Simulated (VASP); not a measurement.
# GaP (F-43m) in VASP: notebook

The runs below take GaP through G0W0 quasiparticle levels, band structure, with PBE, AM05, HSE06, HSE03.

Everything below comes from runs of VASP 6.6.1. Logs are shortened: lines on timing, memory, paths and dates and some standing lists are left out, and cuts for length are marked.

**Experimental background.**

“Stacking defects in GaP nanowires: Electronic structure and optical properties”, 2018, arxiv:1810.01194 quotes, for a bulk crystal of GaP at 10 K: band gap 2.34 eV (indirect).

The runs below are set against these values where they give the same quantity.

**1. Starting point**

The structure is cubic, space group F-43m (No. 216). Conventional cell: a = 5.451 Å, b = 5.451 Å, c = 5.451 Å, α = 90.00°, β = 90.00°, γ = 90.00°. Ga (site symmetry -43m) is surrounded by 4 P at 2.36 Å. Around P (site symmetry -43m) lie 4 Ga at 2.36 Å.

**2. G0W0 quasiparticle levels, PBE**

POSCAR

```
GaP
1.0
    0.0000000000      2.7252500000      2.7252500000
    2.7252500000      0.0000000000      2.7252500000
    2.7252500000      2.7252500000      0.0000000000
Ga P
1 1
Direct
    0.0000000000      0.0000000000      0.0000000000
    0.7500000000      0.7500000000      0.7500000000
```

INCAR.step1

```
SYSTEM = GaP
PREC = Accurate ; ENCUT = 500
EDIFF = 1E-8 ; ISMEAR = 0
SIGMA = 0.01 ; LREAL = .FALSE.
LASPH = .TRUE. ; NELM = 100
ALGO = Normal ; LWAVE = .TRUE.
LCHARG = .FALSE. ; GGA = PE
KPAR = 4
```

INCAR.step2

```
SYSTEM = GaP
PREC = Accurate ; ENCUT = 500
EDIFF = 1E-8 ; ISMEAR = 0
SIGMA = 0.01 ; LREAL = .FALSE.
LASPH = .TRUE. ; NELM = 1
ALGO = Exact ; LWAVE = .TRUE.
LCHARG = .FALSE. ; GGA = PE
NBANDS = 269 ; LOPTICS = .TRUE.
ISTART = 1 ; KPAR = 4
```

INCAR.step3

```
SYSTEM = GaP
PREC = Accurate ; ENCUT = 500
EDIFF = 1E-8 ; ISMEAR = 0
SIGMA = 0.01 ; LREAL = .FALSE.
LASPH = .TRUE. ; ALGO = EVGW0
LWAVE = .FALSE. ; LCHARG = .FALSE.
GGA = PE ; NELMGW = 1
NBANDS = 269 ; ENCUTGW = 200
NOMEGA = 50 ; PRECFOCK = Fast
ISTART = 1 ; NBANDSGW = 17
KPAR = 4
```

KPOINTS

```
Automatic mesh
0
G
  4 4 4
  0 0 0
```

Potentials or basis: VASP PAW PBE potentials, release 64 (Ga_d_GW, P_GW).

On the command line:

```console
> cat potpaw_PBE.64/Ga_d_GW/POTCAR potpaw_PBE.64/P_GW/POTCAR > POTCAR
> cp INCAR.step1 INCAR
> mpirun -np 4 vasp_std > vasp.out
> cp INCAR.step2 INCAR
> mpirun -np 4 vasp_std > vasp.out
> cp INCAR.step3 INCAR
> mpirun -np 4 vasp_std > vasp.out
```

OUTCAR:

```text
SYSTEM = GaP
   PREC = Accurate
   ENCUT = 500
   EDIFF = 1E-8
   ISMEAR = 0
   LREAL = .FALSE.
   LASPH = .TRUE.
   GGA = PE
   NELMGW = 1
   ENCUTGW = 200
   PRECFOCK = Fast
   ISTART = 1

 ion  position               nearest neighbor table
   1  0.000  0.000  0.000-   2 2.36   2 2.36   2 2.36   2 2.36
   2  0.750  0.750  0.750-   1 2.36   1 2.36   1 2.36   1 2.36

  LATTYP: Found a face centered cubic cell.
 ALAT       =     5.4505000000

  Lattice vectors:

 A1 = (   0.0000000000,   2.7252500000,   2.7252500000)
 A2 = (   2.7252500000,   0.0000000000,   2.7252500000)
 A3 = (   2.7252500000,   2.7252500000,   0.0000000000)

Analysis of symmetry for initial positions (statically):
=====================================================================
 Subroutine PRICEL returns:
 Original cell was already a primitive cell.

 Routine SETGRP: Setting up the symmetry group for a
 face centered cubic supercell.

 Subroutine GETGRP returns: Found 24 space group operations
 (whereof 24 operations were pure point group operations)
 out of a pool of 48 trial point group operations.

The static configuration has the point symmetry T_d .

Analysis of symmetry for dynamics (positions and initial velocities):
=====================================================================
 Subroutine PRICEL returns:
 Original cell was already a primitive cell.

 Routine SETGRP: Setting up the symmetry group for a
 face centered cubic supercell.

 Subroutine GETGRP returns: Found 24 space group operations
 (whereof 24 operations were pure point group operations)
 out of a pool of 48 trial point group operations.

The dynamic configuration has the point symmetry T_d .

 Subroutine INISYM returns: Found 24 space group operations
 (whereof 24 operations are pure point group operations),
 and found     1 'primitive' translations

----------------------------------------------------------------------------------------

                                     Primitive cell

  volume of cell :      40.4808

  direct lattice vectors                    reciprocal lattice vectors
     0.000000000  2.725250000  2.725250000    -0.183469406  0.183469406  0.183469406
     2.725250000  0.000000000  2.725250000     0.183469406 -0.183469406  0.183469406
     2.725250000  2.725250000  0.000000000     0.183469406  0.183469406 -0.183469406

  length of vectors
     3.854085511  3.854085511  3.854085511     0.317778334  0.317778334  0.317778334

  position of ions in fractional coordinates (direct lattice)
     0.000000000  0.000000000  0.000000000
     0.750000000  0.750000000  0.750000000

  ion indices of the primitive-cell ions
   primitive index   ion index
                 1           1
                 2           2

----------------------------------------------------------------------------------------

 KPOINTS: Automatic mesh

Automatic generation of k-mesh.
 Grid dimensions read from file:
 generate k-points for:    4    4    4

 Generating k-lattice:

  Cartesian coordinates                     Fractional coordinates (reciprocal lattice)
    -0.045867352  0.045867352  0.045867352     0.250000000  0.000000000  0.000000000
     0.045867352 -0.045867352  0.045867352     0.000000000  0.250000000  0.000000000
     0.045867352  0.045867352 -0.045867352     0.000000000  0.000000000  0.250000000

  Length of vectors
     0.079444583  0.079444583  0.079444583

  Shift w.r.t. Gamma in fractional coordinates (k-lattice)
     0.000000000  0.000000000  0.000000000

 Subroutine IBZKPT returns following result:
 ===========================================

 Found      8 irreducible k-points:

 Following reciprocal coordinates:
            Coordinates               Weight
  0.000000  0.000000  0.000000      1.000000
  0.250000  0.000000  0.000000      8.000000
  0.500000  0.000000  0.000000      4.000000
  0.250000  0.250000  0.000000      6.000000
  0.500000  0.250000  0.000000     24.000000
 -0.250000  0.250000  0.000000     12.000000
  0.500000  0.500000  0.000000      3.000000
 -0.250000  0.500000  0.250000      6.000000
   k-points           NKPTS =      8   k-points in BZ     NKDIM =     64   number of bands    NBANDS=    269
   number of dos      NEDOS =    301   number of ions     NIONS =      2
   total plane-waves  NPLWV =  21952
   dimension x,y,z NGX =    28 NGY =   28 NGZ =   28
   dimension x,y,z NGXF=    56 NGYF=   56 NGZF=   56
   ions per type =               1   1
   NGX,Y,Z   is equivalent  to a cutoff of  12.08, 12.08, 12.08 a.u.
   NGXF,Y,Z  is equivalent  to a cutoff of  24.16, 24.16, 24.16 a.u.
 SYSTEM =  GaP
   PREC   = accura    normal or accurate (medium, high low for compatibility)
   ISTART =      1    job   : 0-new  1-cont  2-samecut
   ICHARG =      0    charge: 1-file 2-atom 10-const
   ISPIN  =      1    spin polarized calculation?
   LNONCOLLINEAR =      F non collinear calculations
   LSORBIT =      F    spin-orbit coupling
   LASPH  =      T    aspherical Exc in radial PAW
   ENCUT  =  500.0 eV  36.75 Ry    6.06 a.u.   7.03  7.03  7.03*2*pi/ulx,y,z
   NELM   =     60;   NELMIN=  2; NELMDL=  0     # of ELM steps
   EDIFF  = 0.1E-07   stopping-criterion for ELM
   LREAL  =      F    real-space projection
   EDIFFG = 0.1E-06   stopping-criterion for IOM
   NSW    =      0    number of steps for IOM
   IBRION =     -1    ionic relax: 0-MD 1-quasi-New 2-CG
   NFREE  =      0    steps in history (QN), initial steepest desc. (CG)
   ISIF   =      0    stress and relaxation
   ISYM   =      3    0-nonsym 1-usesym 2-fastsym
   POTIM  = 0.5000    time-step for ionic-motion
   TEBEG  =    0.0;   TEEND  =   0.0 temperature during run
   PSTRESS=    0.0 pullay stress
   NELECT =      18.0000    total number of electrons
   NUPDOWN=      -1.0000    fix difference up-down
   EMIN   =  10.00;   EMAX   =-10.00  energy-range for DOS
   EFERMI =   0.00;   METHOD = LEGACY
   ISMEAR =     0;   SIGMA  =   0.01  broadening in eV -4-tet -1-fermi 0-gaus
   EFERMI_NEDOS =   21; number of points for ismear=-14 and -15
   IALGO  =     38    algorithm
   IMIX   =      4    mixing-type and parameters
     AMIX     =   0.40;   BMIX     =  1.00
     AMIX_MAG =   1.60;   BMIX_MAG =  1.00
  volume/ion in A,a.u.               =      20.24       136.59
  Fermi-wavevector in a.u.,A,eV,Ry     =   1.249538  2.361284 21.243377  1.561344
  Thomas-Fermi vector in A             =   2.383574
   LORBIT       =      0    0 simple, 1 ext, 2 COOP (PROOUT), +10 PAW based schemes
   GGA     = PE    functional components
   LHFCALC =     T    Hartree Fock is set to
   PRECFOCK=fast      Normal, Fast or Accurate (Low or Medium for compatibility)
   ENCUT4O =  -1.0   cutoff for four orbital integrals eV
   NKREDX  =     1    reduce k-point grid by
   NKREDY  =     1    reduce k-point grid by
   NKREDZ  =     1    reduce k-point grid by
   AEXX    =    1.0000 exact exchange contribution
   HFSCREEN=    0.0000 screening length (either q_TF or 0.3 A-1)
   HFSCREENC=   0.0000 screening length for correlation (either q_TF or 0.3 A-1)
   ENCUTFOCK=  -1.0 apply spherical cutoff to Coloumb kernel
   IVDW    =     0    specifies the selected vdW correction
   LEPSILON=     F    determine dielectric tensor
   LRPA    =     F    only Hartree local field effects (RPA)
   LRPAFORCE           =     F    calculate RPA forces
   ENCUTGW             = 200.0    cutoff for response function in eV
   ENCUTGWSOFT         = 160.0    soft cutoff for Coulomb kernel in GW response function in eV
   ENCUTLF             =  -1.0    cutoff for local field effects
   NELMGW              =     1    number of iterations in solving QP/BSE equation
   NELMHF              =     1    number of iterations in the inner HF iteration
   NKREDLFX            =     1    NKREDLFY  =   1   NKREDLFZ  =   1
 non-spin polarized calculation
 Gauss-broadening in eV      SIGMA  =   0.01
  energy-cutoff  :      500.00
  volume of cell :       40.48
 maximum number of plane-waves:      1056
  NGX = 16; NGY = 16; NGZ = 16
   NGX = 13   NGY = 13   NGZ = 13
 maximum number of plane-waves:       268

 QP shifts <psi_nk| G(iteration)W_0 |psi_nk>: iteration 1
 for sc-GW calculations column KS-energies equals QP-energies in previous step
 and V_xc(KS)=  KS-energies - (<T + V_ion + V_H > + <T+V_H+V_ion>^1  + <V_x>^1)

 k-point   1 :       0.0000    0.0000    0.0000
  band No.  KS-energies  QP-energies   sigma(KS)   V_xc(KS)     V^pw_x(r,r')   Z            occupation Imag(sigma)

      1     -10.1870     -12.3895     -24.9019     -21.6816     -35.0055       0.6839       2.0000       0.1981
      2     -10.1870     -12.3895     -24.9019     -21.6816     -35.0055       0.6839       2.0000       0.1981
      3     -10.1870     -12.3895     -24.9019     -21.6816     -35.0055       0.6839       2.0000       0.1981
      4     -10.0890     -12.3184     -25.0578     -21.8041     -35.1390       0.6852       2.0000       0.1682
      5     -10.0890     -12.3184     -25.0578     -21.8041     -35.1390       0.6852       2.0000       0.1682
      6      -8.0950      -8.6909     -12.2869     -11.3614     -18.6680       0.6439       2.0000       0.9851
[... 9 lines left out ...]
     16      14.1105      14.2849     -10.5980     -10.8315      -5.0053       0.7468       0.0000      -0.2655
     17      16.8232      16.6443      -8.4608      -8.2241      -2.4421       0.7557       0.0000      -0.4942

 k-point   2 :       0.2500    0.0000    0.0000
  band No.  KS-energies  QP-energies   sigma(KS)   V_xc(KS)     V^pw_x(r,r')   Z            occupation Imag(sigma)

      1     -10.2303     -12.3874     -24.6240     -21.4599     -34.6773       0.6818       2.0000       0.2185
      2     -10.1728     -12.3785     -24.9316     -21.7088     -35.0392       0.6844       2.0000       0.1966
      3     -10.1728     -12.3785     -24.9316     -21.7088     -35.0392       0.6844       2.0000       0.1966
      4     -10.0882     -12.3220     -25.0582     -21.8062     -35.1435       0.6869       2.0000       0.1682
      5     -10.0882     -12.3220     -25.0582     -21.8062     -35.1435       0.6869       2.0000       0.1682
      6      -7.3192      -7.9599     -12.6900     -11.7332     -18.8638       0.6696       2.0000       0.9168
[... 9 lines left out ...]
     16      14.3165      14.1136      -8.1727      -7.9054      -2.4760       0.7585       0.0000      -0.3388
     17      17.4818      17.3985      -9.1871      -9.0757      -2.9316       0.7474       0.0000      -0.5496

 k-point   3 :       0.5000    0.0000    0.0000
  band No.  KS-energies  QP-energies   sigma(KS)   V_xc(KS)     V^pw_x(r,r')   Z            occupation Imag(sigma)

      1     -10.2677     -12.3958     -24.4479     -21.3206     -34.4720       0.6805       2.0000       0.2325
      2     -10.1631     -12.3709     -24.9457     -21.7211     -35.0516       0.6847       2.0000       0.1953
      3     -10.1631     -12.3709     -24.9457     -21.7211     -35.0516       0.6847       2.0000       0.1953
      4     -10.0823     -12.3200     -25.0737     -21.8241     -35.1696       0.6886       2.0000       0.1694
      5     -10.0823     -12.3200     -25.0737     -21.8241     -35.1696       0.6886       2.0000       0.1694
      6      -6.0259      -6.6958     -13.4133     -12.4498     -19.2285       0.6953       2.0000       0.7680
[... 9 lines left out ...]
     16      16.0015      16.1463     -10.7378     -10.9310      -4.3576       0.7498       0.0000      -0.4928
     17      17.9665      17.9227     -10.4612     -10.4029      -3.9532       0.7516       0.0000      -0.6917

 k-point   4 :       0.2500    0.2500    0.0000
  band No.  KS-energies  QP-energies   sigma(KS)   V_xc(KS)     V^pw_x(r,r')   Z            occupation Imag(sigma)

      1     -10.2532     -12.4014     -24.5756     -21.4227     -34.6252       0.6813       2.0000       0.2221
      2     -10.1559     -12.3713     -24.9716     -21.7440     -35.0866       0.6864       2.0000       0.1950
      3     -10.1559     -12.3713     -24.9716     -21.7440     -35.0866       0.6864       2.0000       0.1950
      4     -10.1055     -12.3190     -25.0020     -21.7562     -35.0745       0.6820       2.0000       0.1705
      5     -10.0784     -12.3192     -25.0763     -21.8246     -35.1679       0.6891       2.0000       0.1677
      6      -7.0576      -7.6966     -12.7355     -11.7862     -18.8215       0.6731       2.0000       0.8900
[... 37 lines left out ...]
      2     -10.1587     -12.3721     -24.9577     -21.7279     -35.0634       0.6853       2.0000       0.1925
      3     -10.1540     -12.3701     -24.9736     -21.7488     -35.0906       0.6872       2.0000       0.1961
      4     -10.0908     -12.3173     -25.0461     -21.7967     -35.1308       0.6852       2.0000       0.1686
      5     -10.0875     -12.3229     -25.0532     -21.8033     -35.1417       0.6878       2.0000       0.1687
      6      -6.2140      -6.8693     -13.1448     -12.1886     -18.9823       0.6853       2.0000       0.7801
[... 9 lines left out ...]
     16      17.6635      17.7600     -10.8738     -11.0036      -4.1118       0.7429       0.0000      -0.6506
     17      17.9827      17.9229      -9.0809      -9.0013      -2.8026       0.7507       0.0000      -0.5536

 k-point   7 :       0.5000    0.5000    0.0000
  band No.  KS-energies  QP-energies   sigma(KS)   V_xc(KS)     V^pw_x(r,r')   Z            occupation Imag(sigma)

      1     -10.3030     -12.4187     -24.4247     -21.3049     -34.4542       0.6781       2.0000       0.2340
      2     -10.1249     -12.3306     -24.9360     -21.6999     -34.9981       0.6816       2.0000       0.1741
      3     -10.1228     -12.3552     -25.0459     -21.8133     -35.1754       0.6906       2.0000       0.1922
      4     -10.1228     -12.3552     -25.0459     -21.8133     -35.1754       0.6906       2.0000       0.1922
      5     -10.0678     -12.3138     -25.0935     -21.8450     -35.1948       0.6914       2.0000       0.1664
      6      -5.1215      -5.7514     -13.5913     -12.6754     -19.1292       0.6877       2.0000       0.6560
[... 9 lines left out ...]
     16      17.2946      17.3591     -10.9885     -11.0740      -4.6432       0.7550       0.0000      -0.5632
     17      17.2946      17.3591     -10.9885     -11.0740      -4.6432       0.7550       0.0000      -0.5632

 k-point   8 :      -0.2500    0.5000    0.2500
  band No.  KS-energies  QP-energies   sigma(KS)   V_xc(KS)     V^pw_x(r,r')   Z            occupation Imag(sigma)

      1     -10.2839     -12.3943     -24.4367     -21.3225     -34.4728       0.6777       2.0000       0.2354
      2     -10.1494     -12.3700     -24.9894     -21.7573     -35.1035       0.6871       2.0000       0.1911
      3     -10.1283     -12.3486     -25.0048     -21.7755     -35.1209       0.6875       2.0000       0.1906
      4     -10.1044     -12.3242     -25.0230     -21.7779     -35.1080       0.6840       2.0000       0.1713
      5     -10.0807     -12.3142     -25.0618     -21.8144     -35.1538       0.6878       2.0000       0.1674
      6      -5.0289      -5.6733     -13.7785     -12.8516     -19.3218       0.6952       2.0000       0.6426
[... 9 lines left out ...]
     16      18.0461      18.2341     -10.9437     -11.1979      -4.0446       0.7393       0.0000      -0.6610
     17      18.2394      18.2169     -10.2576     -10.2277      -3.7259       0.7529       0.0000      -0.6542
```

It took 81 s on 4 MPI ranks of AMD EPYC 9R45 (Zen 5), shared host; peak memory 0.53 GiB.

Results:

```
Band gap on the k mesh, mean-field level : 1.63 eV, indirect (least direct gap 1.82 eV)
Quasiparticle gap                        : 2.17 eV
Least direct quasiparticle gap           : 2.71 eV
```

Caveat: the k mesh is coarse (spacing up to 0.50 Å⁻¹), so the values aren't converged; bands, screening cutoff and mesh are small and nothing is extrapolated, so the quasiparticle values aren't converged. A k mesh can miss the band edges.

[end of part 1 of 2]
